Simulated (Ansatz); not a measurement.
Crystal: CuO.

```
Cu O
1.0
     2.34465   -1.71340    0.00000
     2.34465    1.71340    0.00000
    -0.86055    0.00000    5.05944
Cu O
2 2
Cartesian
  1.1723 0.8457 0.0000
  0.7420 -0.8457 2.5297
  2.0724 -0.2841 1.2836
  1.6421 0.2841 3.8133
```

- Program: Ansatz 0.2.0
- Task: relaxation of cell and atoms
- Functional: PBEsol
- Dispersion: D3(BJ)
- Potentials or basis: Ansatz PAW
- Cutoff: 420 eV (not typed: the program's choice for these potentials)
- k mesh: 10 × 10 × 5
- Occupations: fermi-dirac, width 0.05 eV
- Spin: no spin polarisation

At the start: volume 10.16 Å³/atom.

Task: Where does the relaxation end?

Result: It ends after 23 steps and the volume is 10.43 Å³/atom (+2.6 %); space group P4_2/mmc (No. 131, to 0.05 Å).

The path:
```csv
step,energy change (eV),largest force (eV/Å),volume (Å³)
1,0.0000,0.7571,40.65
2,-0.0521,0.6021,40.05
3,-0.1081,0.1210,39.44
4,-0.1182,0.0068,40.10
5,-0.1212,0.0381,40.84
6,-0.1233,0.0021,40.77
7,-0.1232,0.0004,40.80
8,-0.1367,0.0011,40.80
9,-0.1437,0.0053,41.21
10,-0.1431,0.0290,41.56
11,-0.1441,0.0011,41.43
12,-0.1527,0.0020,41.43
13,-0.1550,0.0009,41.59
14,-0.1554,0.0007,41.62
15,-0.1553,0.0004,41.65
16,-0.1582,0.0010,41.65
17,-0.1589,0.0009,41.69
18,-0.1589,0.0004,41.70
19,-0.1596,0.0006,41.70
20,-0.1598,0.0027,41.71
21,-0.1599,0.0029,41.71
22,-0.1599,0.0026,41.72
23,-0.1599,0.0027,41.72
```

Final structure:
```cif
data_structure
_symmetry_space_group_name_H-M 'P 1'
_symmetry_Int_Tables_number 1
_cell_length_a 2.8641
_cell_length_b 2.8641
_cell_length_c 5.0855
_cell_angle_alpha 89.994
_cell_angle_beta 89.994
_cell_angle_gamma 89.612
_cell_volume 41.72
loop_
_atom_site_label
_atom_site_type_symbol
_atom_site_fract_x
_atom_site_fract_y
_atom_site_fract_z
_atom_site_occupancy
Cu1 Cu 0.99425 0.49425 0.00185 1
Cu2 Cu 0.49425 0.99425 0.50185 1
O1 O 0.49410 0.49440 0.25185 1
O2 O 0.49440 0.49410 0.75185 1
```

Caveat: the plane-wave basis is chosen anew once the cell has moved, so the energies of steps on either side of that aren't comparable; the pressure holds a Pulay correction of +0.7 GPa for the finite cutoff; the run has no spin polarisation, though such a crystal can be magnetic; pairwise dispersion overbinds metals, which lowers pressure and volume; the PAW data sets come from PBE, with cores solved anew for the run's functional, which leaves a small shift of forces and pressure.
